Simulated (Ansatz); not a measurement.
The system is TiC.

```
Ti C
1.0
     0.00000    2.16572    2.16572
     2.16572    0.00000    2.16572
     2.16572    2.16572    0.00000
Ti C
1 1
Direct
  0.00000 0.00000 0.00000
  0.50000 0.50000 0.50000
```

The cell is a database's computed one.

Below is the output of Ansatz 0.2.0 for this cell. Logs are shortened: lines on timing, memory, paths and dates and some standing lists are left out, and cuts for length are marked.

```text
Warning: RAYON_NUM_THREADS=2 ignored (pool sized by the plan → 2); use --threads N
Engine: ansatz 0.2.0, x86_64-unknown-linux-gnu
Pseudopotentials: kind: paw
Pseudopotential: Ti, paw, valence charge 12, recommended cutoff 420 eV (normal), Ti.paw.azcp
Pseudopotential: C, paw, valence charge 4, recommended cutoff 420 eV (normal), C.paw.azcp
Functional definition: PBE
  parameter kappa = 0.804
  parameter beta = 0.06672455060314922
  exchange = pbe_x(kappa = kappa, mu = beta*pi^2/3)
  correlation = pbe_c(beta = beta)
Crystal: 2 atoms, lattice volume = 20.316 Å³
Basis set: ecut = 420 eV, 411 PW (Γ), exchange–correlation on 48×48×48 points (8 copies of the dense FFT grid, shifted against one another)
Bands: 12, of which v1, the nominal top of the filled ones, is band 8 counted from 1 (7 counted from 0)
Symmetry: 48 space group operations
Space group: Fm-3m (ITA 225), of the structure as read, at distance tolerance 2.7e-5 Å
k-points: 56 of 1331
Non-local potential: Ti, projectors of the file, l = 0: 3, l = 1: 2, l = 2: 3, l = 3: 1
Non-local potential: C, projectors of the file, l = 0: 2, l = 1: 2, l = 2: 1
PAW form: soft (Blöchl's): semilocal exchange-correlation on the pseudo side does not see the compensation charge
PAW one-centre angular grid: Ti, 590 points (default); XC on 64 Gauss nodes
PAW one-centre angular grid: C, 110 points (default); XC on 64 Gauss nodes
Initial density: superposition of atomic densities (neutral atoms: chi_scale 0, normalization atom), corrected by the library's trained network
Initial wavefunctions: pseudopotential atomic-orbital guess
Functional: x = pbe(κ = 0.804, μ = 0.2195149727645171), c = pbe(β = 0.06672455060314922)
SCF iter   1: F=—  HF=-2752.273592 eV  |F-HF|=—  |Δ(HF+E_count)|=         —  Δρ=3.58e-3  dr2=1.78e-3  ethr=1.77e-3  ⟨swp⟩=4.3  Hψ=3326  notcnv=0
preconditioner: auto → none  [insulator: Δε(μ)=0.217 eV  Ē_g=7.861 eV  σ=0.050 eV  W_gap=0.79  n_scr=8 (ndim 8)  ℏωp=23.3 eV  f_vac=0.000  D(μ)=0.26/eV (n_scr^D=0)  ε∞_Penn≈9.8]
SCF iter   2: F=—  HF=-2752.272997 eV  |F-HF|=—  |Δ(HF+E_count)|=   5.94e-4  Δρ=1.60e-3  dr2=2.90e-4  ethr=1.11e-5  ⟨swp⟩=1.0  Hψ=1120  notcnv=0
SCF iter   3: F=—  HF=-2752.273002 eV  |F-HF|=—  |Δ(HF+E_count)|=   5.02e-6  Δρ=1.34e-4  dr2=1.39e-6  ethr=1.81e-6  ⟨swp⟩=1.9  Hψ=747  notcnv=0
[... 35 lines left out ...]
SCF iter   6: F=-2752.273035 eV  HF=-2752.273035 eV  |F-HF|=9.09e-13  |Δ(HF+E_count)|=  4.55e-13  Δρ=2.67e-9  dr2=1.80e-15  ethr=1.00e-12  ⟨swp⟩=1.0  Hψ=672  notcnv=0
SCF iter   7: F=-2752.273035 eV  HF=-2752.273035 eV  |F-HF|=4.55e-13  |Δ(HF+E_count)|=    0.00e0  Δρ=6.36e-10  dr2=9.97e-17  ethr=1.00e-12  ⟨swp⟩=1.9  Hψ=1662  notcnv=0
SCF 3 converged in 7 iterations: F = -2752.273035 eV  dr2 = 9.97e-17
relax step   3: F+E_penalty+E_count = -2752.27303529 eV  Δ(F+E_penalty+E_count) = -4.616e-5 eV  max|allowed force component| = 7.626e-30 eV/Å  Δτ_max = 0.0000 Å  P = +0.033 GPa  Ω = 20.336 Å³  stress off target by 3.34e-2 GPa  SCF on the basis re-selected at this cell (its energy is not comparable with the rows above)  (7 SCF iters)
basis re-selected at this cell: Δ(F+E_penalty+E_count) = -4.616e-5 eV, ΔP = +0.001 GPa vs the last step (what re-selecting the basis moved, of the pressure what is left beyond the Pulay correction that the steps carried, after the strain that the cell walked since its last selection, with what the two solves' SCF thresholds leave and, on support functions, any second-order correction that the steps lacked; it is no measure of the basis error at this ecutwfc). This SCF's stress stands 3.34e-2 GPa from its target on what of the cell is left free (relax.cell.stress_tol is 5.00e-2 GPa) and its largest allowed force component is 7.63e-30 eV/Å (relax.f_tol is 1.00e-2 eV/Å): within both
SCF converged after 7 iterations
Free energy (F): -2752.273035 eV
Harris-Foulkes:  -2752.273035 eV  (|F-HF|=4.55e-13)
Internal energy: -2752.270675 eV  (E = F + TS)
E sigma→0 (E₀):  -2752.271855 eV
Entropy (-TS):   -0.002360 eV (-1.180 meV/atom)
Fermi energy:    14.739891 eV
--- Per-component energies (eV) ---
  E_band       = -111.213192
  E_kinetic    = 362.269710
  E_local      = -775.961924  (includes V_loc(G=0)·N_el)
  E_nonlocal   = 31.946981
  E_hartree    = 314.908178
  E_xc         = -147.403819
  E_vxc        = -184.079142  (∫ρ·V_xc dr)
  E_paw        = -1145.226861  (= ΣΔE_a)
  E_vpaw       = -175.205326  (= ΣTr[D̂ρ^β])
  E_aug_tail   = 0.000151  (compensation charges beyond the density's cutoff)
  E_ewald      = -1392.803093
  E_smearing   = -0.002360  (= −TS)
  E_closure    = 0.000000  (closes the sum)
  Σ components = -2752.273035   (vs F -2752.273035, Δ=0.00e0)
--- Forces (eV/Å), atoms counted from 1 ---
  atom   1  Ti     0.00000000    -0.00000000    -0.00000000
  atom   2  C     -0.00000000     0.00000000    -0.00000000
  max |Σ_I F_I| component: 8.94e-30 eV/Å
--- Stress (GPa, compression-positive) ---
        0.033370      -0.000000      -0.000000
       -0.000000       0.033370      -0.000000
       -0.000000      -0.000000       0.033370
  P = ⅓ Tr σ = 0.0334 GPa (0.334 kbar)
--- Relaxed structure (2 steps of the walk, 2 accepted, 1 SCFs on fresh bases) ---
  F+E_penalty+E_count = -2752.27303529 eV   max|allowed force component| = 7.626e-30 eV/Å   (the final SCF, on the basis selected at the relaxed cell)
  cell:  # Å, volume = 20.3361 Å³
    - [9.752860531714215e-36, 2.166435418144163, 2.166435418144163]
    - [2.166435418144163, -9.215458012619757e-35, 2.166435418144163]
    - [2.166435418144163, 2.166435418144163, -1.0190744065791179e-34]
  atoms:
    - { symbol: Ti, position: [3.907967717296576e-37, -1.8816140861057596e-37, -5.644842258317277e-37] }
    - { symbol: C, position: [0.5000000000000001, 0.5000000000000001, 0.5000000000000001] }
```

**Question.** Write the input and the command behind it.

**Answer.** Relaxation of cell and atoms with PBE, no spin polarisation. The files as run (others can give the same):

input.yaml
```yaml
crystal:
  lattice:
    - [0.0, 2.1657188437, 2.1657188437]
    - [2.1657188437, 0.0, 2.1657188437]
    - [2.1657188437, 2.1657188437, 0.0]
  atoms:
    - { symbol: Ti, position: [0.0, 0.0, 0.0] }
    - { symbol: C, position: [0.5, 0.5, 0.5] }
hamiltonian:
  xc: pbe
  pseudopotentials: { kind: paw }
kpoints:
  mp_grid: { grid: [11, 11, 11] }
scf:
  occupations: { method: fermi_dirac, width: 0.05 }
output:
  forces: true
  stress: true
relax:
  f_tol: 0.01
  max_steps: 40
  cell: { stress_tol: 0.05 }
```

Potentials or basis: Ansatz PAW.
Launch:
```sh
$ ansatz run input.yaml --threads 2 --pin off --max-ram 5632MiB --backend cpu --events-out ev --progress --plain --runs-dir out
```

Caveat: the plane-wave basis is chosen anew once the cell has moved, so the energies of steps on either side of that aren't comparable.
